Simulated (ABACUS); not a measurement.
# Dy (Im-3m) in ABACUS: further runs

One crystal, Dy, is run at these levels: PBE; tasks: equation of state.

Everything below comes from runs of ABACUS 3.10.1. Logs are shortened: lines on timing, memory, paths and dates and some standing lists are left out, and cuts for length are marked.

## (1) Starting point

Symmetry: Im-3m, No. 229, cubic system. Conventional cell: a = 4.001 Å, b = 4.001 Å, c = 4.001 Å, α = 90.00°, β = 90.00°, γ = 90.00°. Around Dy (site symmetry m-3m) lie 8 Dy at 3.46 Å.

This isn't the form of Dy at room conditions, which is hcp.

## (2) Equation of state, PBE, collinear spin, ferromagnetic start, 30.10 Å³/atom (volume scaled by 0.94)

Input file INPUT:

```
INPUT_PARAMETERS
suffix              Dy
calculation         scf
basis_type          lcao
pseudo_dir          ./
orbital_dir         ./
symmetry            1
dft_functional      pbe
ecutwfc             100
pseudo_rcut         10
nspin               2
nbands              10
ks_solver           genelpa
smearing_method     fd
smearing_sigma      0.00367493
scf_thr             1e-07
scf_nmax            100
mixing_type         broyden
mixing_beta         0.4
cal_force           1
cal_stress          1
out_mul             1
```

Input file STRU:

```
ATOMIC_SPECIES
Dy 162.5000 Dy.upf

NUMERICAL_ORBITAL
Dy_confined-atom_8au_3s2p2d1f.orb

LATTICE_CONSTANT
1.8897261246

LATTICE_VECTORS
-1.9595465645 1.9595465645 1.9595465645
1.9595465645 -1.9595465645 1.9595465645
1.9595465645 1.9595465645 -1.9595465645

ATOMIC_POSITIONS
Direct

Dy
0.0
1
0.0000000000 0.0000000000 0.0000000000 1 1 1 mag 0
```

Input file KPT:

```
K_POINTS
0
Gamma
9 9 9 0 0 0
```

Potentials or basis: PseudoDojo NC SR 0.4.1 PBE standard, lanthanides 3+ (f in core), DZP LCAO (the cutoffs set its grid).

Run with:

```sh
$ OMP_NUM_THREADS=1 mpirun -np 4 abacus > log
```

running log:

```text
ABACUS v3.10.1

               Atomic-orbital Based Ab-initio Computation at UStc

 ------------------------------------------------------------------------------------

 READING GENERAL INFORMATION
                           global_out_dir = OUT.Dy/
                           global_in_card = INPUT
                               pseudo_dir = ./
                              orbital_dir = ./
                                    DSIZE = 4
                                    GSIZE = 1

 READING UNITCELL INFORMATION
                                    ntype = 1
                  lattice constant (Bohr) = 1.88973
              lattice constant (Angstrom) = 1

 READING ATOM TYPE 1
                               atom label = Dy
                      L=0, number of zeta = 3
                      L=1, number of zeta = 2
                      L=2, number of zeta = 2
                      L=3, number of zeta = 1
             number of atom for this type = 1
               magnetization of element 1 = 0
          Autoset magnetism for this atom = 1

                        TOTAL ATOM NUMBER = 1
DIRECT COORDINATES
    atom                   x                   y                   z     mag                  vx                  vy                  vz
taud_Dy1            0.0000000000        0.0000000000        0.0000000000  1.0000        0.0000000000        0.0000000000        0.0000000000

                          Volume (Bohr^3) = 203.106
                             Volume (A^3) = 30.0972

 Lattice vectors: (Cartesian coordinate: in unit of a_0)
             -1.95955            +1.95955            +1.95955
             +1.95955            -1.95955            +1.95955
             +1.95955            +1.95955            -1.95955
 Reciprocal vectors: (Cartesian coordinate: in unit of 2 pi/a_0)
                   +0           +0.255161           +0.255161
            +0.255161                  +0           +0.255161
            +0.255161           +0.255161                  +0
 The esolver type has been set to : ksdft_lcao

                PAO radial cut off (Bohr) = 10

 Read in pseudopotential file is Dy.upf
                     pseudopotential type = NC
          exchange-correlation functional = PBE
                 nonlocal core correction = 1
                        valence electrons = 11
                                     lmax = 3
                           number of zeta = 4
                     number of projectors = 7
                           L of projector = 0
                           L of projector = 0
                           L of projector = 1
                           L of projector = 1
                           L of projector = 2
                           L of projector = 2
                           L of projector = 3
     initial pseudo atomic orbital number = 10
 The readin total magnetization is 1

 SETUP THE ELECTRONS NUMBER
            electron number of element Dy = 11
      total electron number of element Dy = 11
            AUTOSET number of electrons:  = 11
                           occupied bands = 6
                                   NLOCAL = 26
                                   NBANDS = 10
                                   NBANDS = 10
                                   NLOCAL = 26

 SETUP THE PLANE WAVE BASIS
 energy cutoff for charge/potential (unit:Ry) = 400
            fft grid for charge/potential = [ 45, 45, 45 ]
                        fft grid division = [ 3, 3, 3 ]
        big fft grid for charge/potential = [ 15, 15, 15 ]
                                     nbxx = 900
                                     nrxx = 24300

 SETUP PLANE WAVES FOR CHARGE/POTENTIAL
                    number of plane waves = 27475
                         number of sticks = 1243

 PARALLEL PW FOR CHARGE/POTENTIAL
     PROC   COLUMNS(POT)             PW
        1            310           6868
        2            311           6869
        3            311           6869
        4            311           6869
 --------------- sum -------------------
        4           1243          27475
                            number of |g| = 254
                                  max |g| = 36.0694
                                  min |g| = 0.130214

----------- Double Check Mixing Parameters Begin ------------
mixing_type: broyden
mixing_beta: 0.4
mixing_gg0: 1
mixing_gg0_min: 0.1
mixing_beta_mag: 1.6
mixing_gg0_mag: 0
mixing_ndim: 8
----------- Double Check Mixing Parameters End ------------

 LATTICE VECTORS: (CARTESIAN COORDINATE: IN UNIT OF A0)
             -1.95955            +1.95955            +1.95955
             +1.95955            -1.95955            +1.95955
             +1.95955            +1.95955            -1.95955
                       right hand lattice = 1
                                   NORM_A = 3.39403
                                   NORM_B = 3.39403
                                   NORM_C = 3.39403
                           ALPHA (DEGREE) = 109.471
                           BETA  (DEGREE) = 109.471
                           GAMMA (DEGREE) = 109.471

 The lattice vectors have been changed (STRU_SIMPLE.cif)

(for optimal symmetric configuration:)
                             BRAVAIS TYPE = 2
                     BRAVAIS LATTICE NAME = 02. Cubic I (body-centered)
                                    ibrav = 2
                                    IBRAV = 2
                                  BRAVAIS = BODY CENTERED CUBIC
                       LATTICE CONSTANT A = 3.91909
Original cell was already a primitive cell.
                        ROTATION MATRICES = 48
              PURE POINT GROUP OPERATIONS = 48
                   SPACE GROUP OPERATIONS = 48
                              POINT GROUP = O_h
               POINT GROUP IN SPACE GROUP = O_h

 SETUP K-POINTS
                                    nspin = 2
                   Input type of k points = Monkhorst-Pack(Gamma)
                                   nkstot = 729
                       right hand lattice = 1
(for reciprocal lattice: )
                             BRAVAIS TYPE = 3
                     BRAVAIS LATTICE NAME = 03. Cubic F (face-centered)
                                    ibrav = 3
                       right hand lattice = 1
(for k-lattice: )
                             BRAVAIS TYPE = 3
                     BRAVAIS LATTICE NAME = 03. Cubic F (face-centered)
                                    ibrav = 3
                       right hand lattice = 1
                        ROTATION MATRICES = 48
                               nkstot_ibz = 35
K-POINTS REDUCTION ACCORDING TO SYMMETRY
     IBZ    DIRECT_X    DIRECT_Y    DIRECT_Z  WEIGHT  ibz2bz
       1  0.00000000  0.00000000  0.00000000  0.0014       0
       2 -0.11111111  0.11111111  0.00000000  0.0165       1
       3 -0.22222222  0.22222222  0.00000000  0.0165       2
       4 -0.33333333  0.33333333  0.00000000  0.0165       3
       5 -0.44444444  0.44444444  0.00000000  0.0165       4
       6 -0.22222222  0.11111111  0.11111111  0.0329      10
[... 22 lines left out ...]
      29 -0.44444444  0.44444444  0.22222222  0.0329     203
      30 -0.44444444  0.33333333  0.33333333  0.0329     204
[... 5 further k points ...]

                               nkstot now = 35
[... K-POINTS DIRECT COORDINATES: 35 rows ...]

           k-point number in this process = 35
       minimum distributed K point number = 35
[... stars of the k points ...]
                             nks(nspin=2) = 70
                          nkstot(nspin=2) = 70

[... K-POINTS CARTESIAN COORDINATES: 70 rows ...]

[... K-POINTS DIRECT COORDINATES: 70 rows ...]

 SETUP PLANE WAVES FOR WAVE FUNCTIONS
     energy cutoff for wavefunc (unit:Ry) = 100
              fft grid for wave functions = [ 45, 45, 45 ]
                    number of plane waves = 4921
                         number of sticks = 395

 PARALLEL PW FOR WAVE FUNCTIONS
     PROC   COLUMNS(POT)             PW
        1             99           1231
        2             98           1230
        3             99           1230
        4             99           1230
 --------------- sum -------------------
        4            395           4921

 SET NONLOCAL PSEUDOPOTENTIAL PROJECTORS
 max number of nonlocal projetors among all species is 7

 -------------------------------------------
 SELF-CONSISTENT
 -------------------------------------------

 SETUP SEARCHING RADIUS FOR PROGRAM TO SEARCH ADJACENT ATOMS
                  longest orb rcut (Bohr) = 8
   longest nonlocal projector rcut (Bohr) = 2.54
                     search radius (Bohr) = 21.1
              searching radius is (Bohr)) = 21.1
         searching radius unit is (Bohr)) = 1.89
                         PeriodicBoundary = 1
                        Radius(unit:lat0) = 11.2
                                   glayer = [ 6, 6, 6 ]
                             glayer_minus = [ 5, 5, 5 ]

Find the coordinate range of the input atom(unit:lat0).
                                  min_tau = [ -29.4, -29.4, -29.4 ]
                                  max_tau = [ 29.4, 29.4, 29.4 ]
                                BoxNumber = [ 11, 11, 11 ]

 SETUP EXTENDED REAL SPACE GRID FOR GRID INTEGRATION
                          real space grid = [ 45, 45, 45 ]
                 big cell numbers in grid = [ 15, 15, 15 ]
             meshcell numbers in big cell = [ 3, 3, 3 ]
                        extended fft grid = [ 23, 23, 23 ]
                dimension of extened grid = [ 62, 62, 62 ]
                            UnitCellTotal = 125
              Atom number in sub-FFT-grid = 1
    Local orbitals number in sub-FFT-grid = 26
                                ParaV.nnr = 25181
                                 init_chg = atomic

 LCAO ALGORITHM --------------- ION=   1  ELEC=   1--------------------------------
          total magnetism (Bohr mag/cell) = 0.494567
       absolute magnetism (Bohr mag/cell) = 0.494567
                        nelec for spin up = 5.74728
                      nelec for spin down = 5.25272

 Density error is 0.0713309423171
----------------------------------------------------------
     Energy           Rydberg                 eV
----------------------------------------------------------
 E_KohnSham     -86.8020909519       -1181.0030352604
 E_Harris       -87.0594823173       -1184.5050244454
 E_Fermi        0.8149328184         11.0877298173
----------------------------------------------------------
[... 226 lines left out ...]
 LCAO ALGORITHM --------------- ION=   1  ELEC=  17--------------------------------
          total magnetism (Bohr mag/cell) = -1.79509e-07
       absolute magnetism (Bohr mag/cell) = 1.79509e-07
                        nelec for spin up = 5.5
                      nelec for spin down = 5.5

 Density error is 8.6590776726e-09
----------------------------------------------------------
     Energy           Rydberg                 eV
----------------------------------------------------------
 E_KohnSham     -86.8047578844       -1181.0393207386
 E_KS(sigma->0) -86.8040122366       -1181.0291756802
 E_Harris       -86.8047577955       -1181.0393195283
 E_band         -8.6961862853        -118.3176843501
 E_one_elec     -16.9966747545       -231.2516237142
 E_Hartree      11.5273341184        156.8374267601
 E_xc           -21.8758522260       -297.6362388796
 E_Ewald        -59.4580737268       -808.9685947881
 E_entropy(-TS) -0.0014912955        -0.0202901168
 E_descf        0.0000000000         0.0000000000
 E_exx          0.0000000000         0.0000000000
 E_Fermi        0.8072558420         10.9832791948
----------------------------------------------------------

 charge density convergence is achieved
 final etot is -1181.0393207 eV
 EFERMI = 10.983279195 eV

 STATE ENERGY(eV) AND OCCUPATIONS    NSPIN == 2
SPIN UP :
 1/35 kpoint (Cartesian) = 0.0000 0.0000 0.0000 (862 pws)
       1       -36.5544     0.00137174
       2       -11.9641     0.00137174
       3       -11.9641     0.00137174
       4       -11.9641     0.00137174
       5        5.68183     0.00137174
       6        12.8167    1.62937e-19
       7        12.8167    1.62937e-19
       8        12.8167    1.62937e-19
       9        15.1194    1.62537e-39
      10        15.1194    1.62537e-39
[... 49 lines left out ...]
 6/35 kpoint (Cartesian) = 0.056702 -0.028351 -0.028351 (852 pws)
       1       -36.5308      0.0329218
       2       -12.2285      0.0329218
       3       -12.0293      0.0329218
       4       -11.9879      0.0329218
       5        6.74828      0.0329218
       6        12.1721    1.55553e-12
       7        12.1751    1.46351e-12
       8        13.9901    2.51343e-28
       9        14.3909    8.30218e-32
      10        15.3635    2.96036e-40

[... levels at 64 further k points ...]

-------------------------------------------------
 Total Magnetism (uB)
-------------------------------------------------
                        Dy1        -0.0000001795
-------------------------------------------------

 correction force for each atom along direction 1 is -1.57153e-14
 correction force for each atom along direction 2 is -9.33491e-15
 correction force for each atom along direction 3 is 4.08195e-15
------------------------------------------------------------------------------------------
 TOTAL-FORCE (eV/Angstrom)
------------------------------------------------------------------------------------------
                       Dy1         0.0000000000         0.0000000000         0.0000000000
------------------------------------------------------------------------------------------

----------------------------------------------------------------
 TOTAL-STRESS (KBAR)
----------------------------------------------------------------
        20.7724268697        -0.0000000000        -0.0000000000
        -0.0000000000        20.7724268697         0.0000000000
         0.0000000000         0.0000000000        20.7724268697
----------------------------------------------------------------
 TOTAL-PRESSURE: 20.772427 KBAR

 --------------------------------------------
 !FINAL_ETOT_IS -1181.0393207385611731 eV
 --------------------------------------------
```

Run time: 16 s. Hardware: 4 MPI ranks of Intel Xeon at 2.60GHz (Ice Lake), shared host; peak memory 0.44 GiB.

What came out:

```yaml
Free_energy: -1181.0393 eV
Band_gap_on_the_k_mesh: none (metal or under the smearing width)
Net_moment: 0.00 μB per cell
Absolute_moment: 0.00 μB per cell
```

Caveat: the atomic orbitals were generated for these runs and aren't a published set; the local potential of these files has a noisy tail that shifts the pressure, which isn't listed; the magnetic or orbital state may not be the lowest; all typed moments are zero, and the program then starts from 1 μB on every atom; the noisy tail tilts energy against volume too; spin-orbit coupling is left out, which moves the levels of the heavy elements; the 4f electrons are frozen in the core as for a trivalent ion, so they carry no moment and show no levels; the basis of atomic orbitals isn't converged, which shifts pressures, moduli and gaps.

(Part 1 of 2 ends here.)
